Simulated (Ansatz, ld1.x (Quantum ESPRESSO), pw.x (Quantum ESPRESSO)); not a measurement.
**What a changed setting does to a pw.x run (bcc Si)**

Potential: norm-conserving RRKJ (Kleinman–Bylander form), ld1.x (Quantum ESPRESSO) 7.5, PBEsol; core [Ne], reference 3s2 3p2; waves: 3p (bound): rc 1.86 bohr; 3d channel at 0.15 Ry: rc 1.68 bohr; 3s (bound): rc 1.62 bohr; local part: the s channel; core correction: none.

The reference run (k-mesh 15³, cutoffs 50/200 Ry, Fermi–Dirac 0.01 Ry, mixing_beta 0.4, conv_thr 1e-9, no spin) gives 0.15 GPa at 14.254 Å³/atom, where all-electron LAPW gives 0.14 GPa. This run, with its own iteration cap, changes smearing to box, a wrong or extreme entry chosen on purpose.

```
&control
  calculation='scf', prefix='x', pseudo_dir='./', outdir='./tmp', tstress=.true., disk_io='none'
/
&system
  ibrav=0, nat=1, ntyp=1, ecutwfc=50, ecutrho=200, nbnd=9,
  occupations='smearing', smearing='box', degauss=0.01
/
&electrons
  conv_thr=1e-09, mixing_beta=0.4, electron_maxstep=70
/
ATOMIC_SPECIES
Si 1.0 Si.UPF
CELL_PARAMETERS angstrom
  -1.52742158 1.52742158 1.52742158
  1.52742158 -1.52742158 1.52742158
  1.52742158 1.52742158 -1.52742158
ATOMIC_POSITIONS crystal
Si 0.0000 0.0000 0.0000
K_POINTS automatic
15 15 15 0 0 0
```

```bash
pw.x < Si.scf.in > Si.scf.out
```

**Question.** How does the run end?

**Answer.** It stops with "set_occupations: smearing box unknown".

```
Error in routine  set_occupations (1):
      smearing box unknown
```
